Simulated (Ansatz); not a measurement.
**AlN: band structure with PBEsol**

**What was measured.**

“Structural and optical properties of self-assembled AlN nanowires grown on SiO2/Si substrates by molecular beam epitaxy”, 2024, arxiv:2402.00216 quotes, for a bulk crystal of AlN at 0 K: band gap 6.0343 eV (an exciton energy, a little under the gap).

Crystal: AlN.

```
Al N
1.0
     3.11300    0.00000    0.00000
    -1.55650    2.69594    0.00000
     0.00000    0.00000    4.98100
Al N
2 2
Direct
  0.66667 0.33333 0.50000
  0.33333 0.66667 0.00000
  0.66667 0.33333 0.88000
  0.33333 0.66667 0.38000
```

```
Program             : Ansatz 0.2.0
Task                : band structure
Functional          : PBEsol
Potentials or basis : all-electron LAPW, non-relativistic
Cutoff              : 346 eV (chosen from the basis error)
Basis error allowed : 0.002 eV/atom
k mesh              : 10 × 10 × 6
Occupations         : fermi-dirac, width 0.05 eV
Spin                : no spin polarisation
```

```
Pressure                : 0.3 GPa
Largest force           : 0.132 eV/Å
Band gap on the k mesh  : 4.18 eV, direct
Band gap along the path : 4.18 eV, direct
```

Forces on the atoms (eV/Å):
```
Al   0.000  0.000 -0.132
Al   0.000  0.000 -0.132
N    0.000  0.000  0.132
N    0.000  0.000  0.132
```

Stress tensor (GPa, compression positive):
```
-0.19  0.00  0.00
 0.00 -0.19  0.00
 0.00  0.00  1.26
```

Levels at the corners of the path, in eV from the valence-band top:
```
point  band 14  band 15  band 16  band 17  band 18  band 19  band 20  band 21  band 22
    Γ    -0.84    -0.84    -0.18    -0.18     0.00     4.18     6.61    10.51    11.05
    M    -4.15    -3.36    -2.08    -1.80    -0.66     5.69     5.71     8.14    10.20
    K    -3.77    -3.77    -2.45    -2.40    -2.40     4.90     8.26     9.60     9.60
    Γ    -0.84    -0.84    -0.18    -0.18     0.00     4.18     6.61    10.51    11.05
    A    -3.34    -0.52    -0.52    -0.52    -0.52     6.41     6.41    10.24    10.24
    L    -5.61    -1.45    -1.45    -1.36    -1.36     5.21     5.21     9.19     9.19
    H    -4.84    -3.88    -3.88    -0.79    -0.79     7.31     7.31     7.76     7.76
    A    -3.34    -0.52    -0.52    -0.52    -0.52     6.41     6.41    10.24    10.24
```

Run time: 34 s on 2 threads of Intel(R) Xeon(R) Processor @ 2.50GHz (Skylake/Cascade Lake) (shared host), peak memory 0.39 GiB.

Against the measured gap of AlN, 6.0343 eV (an exciton energy, a little under the gap; 0 K; quoted in “Structural and optical properties of self-assembled AlN nanowires grown on SiO2/Si substrates by molecular beam epitaxy”, 2024, arxiv:2402.00216), the calculated 4.18 eV is off by -1.86 eV. 2 values of this kind are on record (6.034 to 6.0343 eV); this one was drawn at random. The value is that of PBEsol, without temperature or zero-point motion. Semilocal functionals fall short of measured gaps as a rule.
